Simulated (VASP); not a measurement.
# Sn (Immm) in VASP: further runs

Aim: see how the results for Sn move with the level of theory and the settings. Levels: PBE, RPBE. Tasks: single point.

All numbers are computed with VASP 6.6.1; they aren't measurements. Logs are shortened: lines on timing, memory, paths and dates and some standing lists are left out, and cuts for length are marked.

### 1 The structure

Symmetry: Immm, No. 71, orthorhombic system. The conventional cell has a = 3.453 Å, b = 3.551 Å, c = 4.677 Å, α = 90.00°, β = 90.00°, γ = 90.00°. Sn (site symmetry mmm) has 12 Sn at 3.41 to 3.55 Å as nearest neighbours.

This isn't the form of Sn at room conditions, which is tetragonal (white tin).

### 2 Single point, PBE

Input file INCAR:

```
SYSTEM = Sn
ADDGRID = .FALSE.
ALGO = Normal
EDIFF = 1E-7
ENCUT = 700
GGA = PE
ISIF = 2
ISMEAR = 1
LASPH = .TRUE.
LCHARG = .FALSE.
LREAL = .FALSE.
LWAVE = .FALSE.
NELM = 100
PREC = Accurate
SIGMA = 0.2
```

Input file KPOINTS:

```
k-points
0
G
  16 16 16
  0 0 0
```

Input file POSCAR:

```
Sn
1.0
   -1.7265390000      1.7755470000      2.3383420000
    1.7265390000     -1.7755470000      2.3383420000
    1.7265390000      1.7755470000     -2.3383420000
Sn
1
Direct
    0.0000000000      0.0000000000      0.0000000000
```

Potentials or basis: VASP PAW PBE potentials, release 64 (Sn).

Started as:

```sh
$ cat potpaw_PBE.64/Sn/POTCAR > POTCAR
$ mpirun -np 1 vasp_std > vasp.out
```

OUTCAR:

```text
SYSTEM = Sn
   EDIFF = 1E-7
   ENCUT = 700
   GGA = PE
   ISIF = 2
   ISMEAR = 1
   LASPH = .TRUE.
   LREAL = .FALSE.
   NELM = 100
   PREC = Accurate

 Found    621 irreducible k-points:

 Following reciprocal coordinates:
            Coordinates               Weight
  0.000000  0.000000  0.000000      1.000000
  0.062500  0.000000  0.000000      4.000000
  0.125000  0.000000  0.000000      4.000000
  0.187500  0.000000  0.000000      4.000000
  0.250000  0.000000  0.000000      4.000000
  0.312500  0.000000 -0.000000      4.000000
   k-points           NKPTS =    621   k-points in BZ     NKDIM =    621   number of bands    NBANDS=      6
   number of dos      NEDOS =    301   number of ions     NIONS =      1
   total plane-waves  NPLWV =  27000
   dimension x,y,z NGX =    30 NGY =   30 NGZ =   30
   dimension x,y,z NGXF=    60 NGYF=   60 NGZF=   60
   ions per type =               1
   NGX,Y,Z   is equivalent  to a cutoff of  14.64, 14.64, 14.64 a.u.
   NGXF,Y,Z  is equivalent  to a cutoff of  29.29, 29.29, 29.29 a.u.
 SYSTEM =  Sn
   PREC   = accura    normal or accurate (medium, high low for compatibility)
   ISTART =      0    job   : 0-new  1-cont  2-samecut
   ICHARG =      2    charge: 1-file 2-atom 10-const
   ISPIN  =      1    spin polarized calculation?
   LNONCOLLINEAR =      F non collinear calculations
   LSORBIT =      F    spin-orbit coupling
   LASPH  =      T    aspherical Exc in radial PAW
   ENCUT  =  700.0 eV  51.45 Ry    7.17 a.u.   7.35  7.35  7.35*2*pi/ulx,y,z
   NELM   =    100;   NELMIN=  2; NELMDL= -5     # of ELM steps
   EDIFF  = 0.1E-06   stopping-criterion for ELM
   LREAL  =      F    real-space projection
   EDIFFG = 0.1E-05   stopping-criterion for IOM
   NSW    =      0    number of steps for IOM
   IBRION =     -1    ionic relax: 0-MD 1-quasi-New 2-CG
   NFREE  =      0    steps in history (QN), initial steepest desc. (CG)
   ISIF   =      2    stress and relaxation
   ISYM   =      2    0-nonsym 1-usesym 2-fastsym
   POTIM  = 0.5000    time-step for ionic-motion
   TEBEG  =    0.0;   TEEND  =   0.0 temperature during run
   PSTRESS=    0.0 pullay stress
   NELECT =       4.0000    total number of electrons
   NUPDOWN=      -1.0000    fix difference up-down
   EMIN   =  10.00;   EMAX   =-10.00  energy-range for DOS
   EFERMI =   0.00;   METHOD = LEGACY
   ISMEAR =     1;   SIGMA  =   0.20  broadening in eV -4-tet -1-fermi 0-gaus
   EFERMI_NEDOS =   21; number of points for ismear=-14 and -15
   IALGO  =     38    algorithm
   IMIX   =      4    mixing-type and parameters
     AMIX     =   0.40;   BMIX     =  1.00
     AMIX_MAG =   1.60;   BMIX_MAG =  1.00
  volume/ion in A,a.u.               =      28.67       193.50
  Fermi-wavevector in a.u.,A,eV,Ry     =   0.849055  1.604482  9.808370  0.720895
  Thomas-Fermi vector in A             =   1.964816
   LORBIT       =      0    0 simple, 1 ext, 2 COOP (PROOUT), +10 PAW based schemes
   GGA     = PE    functional components
   LHFCALC =     F    Hartree Fock is set to
   AEXX    =    0.0000 exact exchange contribution
   IVDW    =     0    specifies the selected vdW correction
   LEPSILON=     F    determine dielectric tensor
   LRPA    =     F    only Hartree local field effects (RPA)
 non-spin polarized calculation
 Methfessel and Paxton  Order N= 1 SIGMA  =   0.20
  energy-cutoff  :      700.00
  volume of cell :       28.67
 maximum number of plane-waves:      1220
 NGX is ok and might be reduce to    30
   NGX = 15   NGY = 15   NGZ = 15

 number of electron       4.0000000 magnetization

 Free energy of the ion-electron system (eV)
  ---------------------------------------------------
  ext. energy  EPLUGINS =         0.00000000
  ---------------------------------------------------
  free energy    TOTEN  =        -3.77349174 eV

  energy without entropy =       -3.77280390  energy(sigma->0) =       -3.77326246

 E-fermi :   4.9432     XC(G=0):  -9.9656

 val. band max:        4.9403927431   @ k =  -0.3750   0.1250   0.0625
 cond. band min:       4.9461067303   @ k =  -0.4375  -0.3125   0.1250
 fundamental gap:      0.0057139872
 Fermi energy:         4.9431716373

 k-point     1 :       0.0000    0.0000    0.0000
  band No.  band energies     occupation
      1      -5.8251      2.00000
      2      11.9803      0.00000
      3      12.1244      0.00000
      4      12.5298      0.00000
      5      15.5901      0.00000
      6      15.8024      0.00000

 k-point     2 :       0.0625    0.0000    0.0000
  band No.  band energies     occupation
      1      -5.7496      2.00000
      2      11.1550      0.00000
      3      11.9994      0.00000
      4      12.3725      0.00000
      5      15.0507      0.00000
      6      16.2282      0.00000

 k-point     3 :       0.1250    0.0000    0.0000
  band No.  band energies     occupation
      1      -5.5233      2.00000
      2       9.4126      0.00000
      3      11.8147      0.00000
      4      11.9926      0.00000
      5      14.7303      0.00000
      6      16.6528      0.00000

 k-point     4 :       0.1875    0.0000    0.0000
  band No.  band energies     occupation
      1      -5.1470      2.00000
      2       7.5252     -0.00000
      3      11.5365      0.00000
      4      11.5884      0.00000
      5      14.5138      0.00000
      6      16.7738      0.00000

 k-point     5 :       0.2500    0.0000    0.0000
  band No.  band energies     occupation
      1      -4.6235      2.00000
      2       5.6895     -0.00000
      3      11.0961      0.00000
      4      11.3696      0.00000
      5      14.3834      0.00000
      6      16.1850      0.00000

 k-point     6 :       0.3125    0.0000   -0.0000
  band No.  band energies     occupation
      1      -3.9604      2.00000
      2       3.9745      2.00000
      3      10.7196      0.00000
      4      11.1869      0.00000
      5      14.3415      0.00000
      6      15.6640      0.00000

 [... further k-points ...]

------------------------ aborting loop because EDIFF is reached ----------------------------------------

  FORCE on cell =-STRESS in cart. coord.  units (eV):
  Direction    XX          YY          ZZ          XY          YZ          ZX
  --------------------------------------------------------------------------------------
  -------------------------------------------------------------------------------------
  Total       -0.1451521     -0.2719675     -0.2147816      0.0000000      0.0000000      0.0000000
  in kB       -8.1106821    -15.1967593    -12.0013760      0.0000000      0.0000000      0.0000000
  external PRESSURE =     -11.7696058 kB  Pullay stress =       0.0000000 kB

 VOLUME and BASIS-vectors are now :
 -----------------------------------------------------------------------------
  energy-cutoff  :      700.00
  volume of cell :       28.67
      direct lattice vectors                 reciprocal lattice vectors
    -1.726539000  1.775547000  2.338342000     0.000000000  0.281603359  0.213826720
     1.726539000 -1.775547000  2.338342000     0.289596702  0.000000000  0.213826720
     1.726539000  1.775547000 -2.338342000     0.289596702  0.281603359  0.000000000

 POSITION                                       TOTAL-FORCE (eV/Angst)
 -----------------------------------------------------------------------------------
      0.00000      0.00000      0.00000         0.000000      0.000000     -0.000000
 -----------------------------------------------------------------------------------
    total drift:                                0.000000     -0.000000      0.000000

  FREE ENERGIE OF THE ION-ELECTRON SYSTEM (eV)
  ---------------------------------------------------
  free  energy   TOTEN  =        -3.7734917439 eV

  energy  without entropy=       -3.7728038982  energy(sigma->0) =       -3.77326246
```

Wall time 62 s (1 thread of Intel Xeon 6975P-C (Granite Rapids), shared host); peak memory 0.33 GiB.

The run converged, but some of its settings lie outside the range that counts as converged, so its numbers aren't taken as properties of the crystal.

Results:

* Free energy: -3.7735 eV
* Pressure: -1.2 GPa
* Band gap on the k mesh: none (metal or under the smearing width)

### 3 Single point, PBE

INCAR is that of step 2.

KPOINTS is that of step 2.

Input file POSCAR:

```
Sn
1.0
   -1.6810770000      1.7214010000      2.3373330000
    1.7271670000     -1.7623000000      2.4024190000
    1.7145940000      1.7948920000     -2.3683880000
Sn
1
Direct
    0.0245380000     -0.0183670000      0.0024320000
```

Potentials or basis: VASP PAW PBE potentials, release 64 (Sn).

Started as:

```sh
$ cat potpaw_PBE.64/Sn/POTCAR > POTCAR
$ mpirun -np 1 vasp_std > vasp.out
```

Run time: 4.9 min. Hardware: 1 thread of Intel Xeon 6975P-C (Granite Rapids), shared host; peak memory 0.71 GiB.

The run converged, but some of its settings lie outside the range that counts as converged, so its numbers aren't taken as properties of the crystal.

Results:

- Free energy: -3.7731 eV
- Pressure: -1.2 GPa
- Band gap on the k mesh: none (metal or under the smearing width)

### 4 Single point, PBE

Changes to INCAR since step 3:

```diff
@@ -4,3 +4,3 @@
 EDIFF = 1E-7
-ENCUT = 700
+ENCUT = 550
 GGA = PE
```

Input file KPOINTS:

```
k-points
0
G
  19 19 19
  0 0 0
```

Input file POSCAR:

```
Sn
1.0
   -1.7265390000      1.7755470000      2.3383420000
    1.7265390000     -1.7755470000      2.3383420000
    1.7265390000      1.7755470000     -2.3383420000
Sn
1
Direct
    0.0000000000      0.0000000000      0.0000000000
```

Started as:

```sh
$ cat potpaw_PBE.64/Sn/POTCAR > POTCAR
$ mpirun -np 1 vasp_std > vasp.out
```

Wall time 66 s (1 thread of Intel Xeon 6975P-C (Granite Rapids), shared host); peak memory 0.34 GiB.

These settings aren't checked as converged: the numbers below hold their error.

What came out:

| Property | Result |
| --- | --- |
| Free energy | -3.7715 eV |
| Pressure | -1.2 GPa |
| Band gap on the k mesh | none (metal or under the smearing width) |

### 5 Single point, PBE

INCAR is that of step 4.

KPOINTS is that of step 4.

Input file POSCAR:

```
Sn
1.0
   -1.6810770000      1.7214010000      2.3373330000
    1.7271670000     -1.7623000000      2.4024190000
    1.7145940000      1.7948920000     -2.3683880000
Sn
1
Direct
    0.0245380000     -0.0183670000      0.0024320000
```

Started as:

```sh
$ cat potpaw_PBE.64/Sn/POTCAR > POTCAR
$ mpirun -np 1 vasp_std > vasp.out
```

It took 4.2 min on 1 thread of Intel Xeon 6975P-C (Granite Rapids), shared host; peak memory 0.8 GiB.

These settings aren't checked as converged: the numbers below hold their error.

What came out:

| Quantity | Value |
| --- | --- |
| Free energy | -3.7714 eV |
| Pressure | -1.2 GPa |
| Band gap on the k mesh | none (metal or under the smearing width) |

### 6 Single point, RPBE

Input file INCAR:

```
SYSTEM = Sn
PREC = Accurate
ENCUT = 500
EDIFF = 1E-6
ISMEAR = 0
SIGMA = 0.1
LREAL = .False.
LASPH = .True.
NELM = 80
ALGO = Fast
ISIF = 2
LWAVE = .False.
LCHARG = .False.
GGA = RP
```

Input file KPOINTS:

```
regular mesh
0
Gamma
  11 11 11
  0 0 0
```

Input file POSCAR:

```
Sn
3.4061
   -0.506896156895      0.521284460233      0.686515956666
    0.506896156895     -0.521284460233      0.686515956666
    0.506896156895      0.521284460233     -0.686515956666
Sn
1
Direct
    0.0000000000      0.0000000000      0.0000000000
```

Potentials or basis: VASP PAW PBE potentials, release 64 (Sn).

Started as:

```sh
$ cat potpaw_PBE.64/Sn/POTCAR > POTCAR
$ mpirun -np 1 vasp_std > vasp.out
```

It took 20 s on 1 thread of Intel Xeon Platinum 8559C (Emerald Rapids), shared host; peak memory 0.18 GiB.

It converged, with:

```
Free energy            : -3.4176 eV
Pressure               : 0.1 GPa
Band gap on the k mesh : none (metal or under the smearing width)
```

Stress tensor (GPa, compression positive):
```
 0.80  0.00  0.00
 0.00 -0.97  0.00
 0.00  0.00  0.49
```

Levels at points of the mesh, in eV from the Fermi level:
| k point | band 1 | band 2 | band 3 | band 4 | band 5 | band 6 |
| --- | --- | --- | --- | --- | --- | --- |
| (0.00, 0.00, 0.00) | -10.75 | 7.08 | 7.22 | 7.63 | 10.60 | 10.81 |

Caveat: the PAW data sets were made with another functional, which shifts forces and pressure a little.

### 7 The reference run

An earlier run on the cell as given: functional PBE; potentials or basis VASP PAW PBE potentials, release 64 (Sn_d); cutoff 520 eV; k mesh 11 × 11 × 11; occupations fermi-dirac, width 0.05 eV; no spin polarisation.

- Pressure: -1.1 GPa
- Band gap on the k mesh: none (metal or under the smearing width)
